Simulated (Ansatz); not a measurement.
A plane-wave DFT run in Ansatz 0.2.0 (scalar-relativistic PAW potentials unless the input names others): input and command.

```yaml
crystal:
  lattice:
    - [3.0912414158, 0.0, 0.0]
    - [0.0, 3.1729627302, 0.0]
    - [0.0, 0.0, 3.1729627302]
  atoms:
    - { symbol: W, position: [0.0, 0.0, 0.0] }
    - { symbol: W, position: [0.5, 0.5, 0.5] }
basis:
  ecutwfc: 420
  xc_grid: 1
kpoints:
  mp_grid: { grid: [16, 16, 16] }
hamiltonian:
  xc: pbesol
scf:
  occupations: { method: gaussian, width: 0.1 }
output:
  forces: true
  eigenvalues: true
  stress: true
```

```bash
ansatz run input.yaml --threads 1 --pin off --max-ram 2560MiB --backend cpu --events-out ev --progress --plain --runs-dir out
```

Abridged log:
```
Basis set: ecut = 420 eV, 611 PW (Γ)
Bands: 18, of which v1, the nominal top of the filled ones, is band 14 counted from 1 (13 counted from 0)
Symmetry: 32 space group operations
k-points: 405 of 4096
SCF iter   1: F=—  HF=-20513.114151 eV  |F-HF|=—  |Δ(HF+E_count)|=         —  Δρ=2.13e-3  dr2=3.32e-4  ethr=1.77e-3  ⟨swp⟩=5.0  Hψ=30106  notcnv=0
SCF iter   2: F=—  HF=-20513.114957 eV  |F-HF|=—  |Δ(HF+E_count)|=   8.06e-4  Δρ=1.27e-3  dr2=1.22e-4  ethr=1.18e-6  ⟨swp⟩=2.6  Hψ=16272  notcnv=0
SCF iter   3: F=—  HF=-20513.115052 eV  |F-HF|=—  |Δ(HF+E_count)|=   9.44e-5  Δρ=2.68e-4  dr2=1.54e-5  ethr=4.35e-7  ⟨swp⟩=2.1  Hψ=11880  notcnv=0
SCF iter   4: F=—  HF=-20513.115042 eV  |F-HF|=—  |Δ(HF+E_count)|=   9.11e-6  Δρ=1.10e-4  dr2=1.61e-6  ethr=5.51e-8  ⟨swp⟩=3.0  Hψ=13042  notcnv=0
SCF iter   5: F=-20513.115042 eV  HF=-20513.115042 eV  |F-HF|=1.42e-8  |Δ(HF+E_count)|=   5.33e-7  Δρ=1.08e-5  dr2=2.05e-8  ethr=5.74e-9  ⟨swp⟩=2.1  Hψ=12573  notcnv=0
SCF iter   6: F=-20513.115042 eV  HF=-20513.115042 eV  |F-HF|=3.08e-9  |Δ(HF+E_count)|=   5.40e-9  Δρ=5.20e-6  dr2=3.97e-9  ethr=7.32e-11  ⟨swp⟩=1.5  Hψ=22535  notcnv=0
SCF 1 converged in 6 iterations: F = -20513.115042 eV  dr2 = 3.97e-9
SCF converged after 6 iterations
Free energy (F): -20513.115042 eV
Harris-Foulkes:  -20513.115042 eV  (|F-HF|=3.08e-9)
Internal energy: -20513.109482 eV  (E = F + TS)
E sigma→0 (E₀):  -20513.112262 eV
Entropy (-TS):   -0.005560 eV (-2.780 meV/atom)
Fermi energy:    22.952420 eV
--- Forces (eV/Å), atoms counted from 1 ---
  atom   1  W      0.00000000     0.00000000     0.00000000
  atom   2  W      0.00000000     0.00000000     0.00000000
--- Stress (GPa, compression-positive) ---
        8.383940       0.000000       0.000000
        0.000000      -0.005945       0.000000
        0.000000       0.000000      -0.005945
  P = ⅓ Tr σ = 2.7907 GPa (27.907 kbar)
```

Apart from outputs, empty bands and the relaxation, which only the reference makes, the input differs from a reference run on usual settings in basis.xc_grid: not typed → 1. The reference, at the same geometry, ended its own course with pressure 2.79 GPa, largest force 0.000 eV/Å, no gap on the mesh. This run converged in 6 SCF iterations with an energy at zero smearing within 0.01 meV/atom of the reference's, pressure 2.79 GPa, largest force 0.000 eV/Å, no gap on the mesh.

It took 15 s on 1 thread of Intel(R) Xeon(R) Processor @ 2.50GHz (Skylake/Cascade Lake), on a shared host, peak memory 0.47 GiB.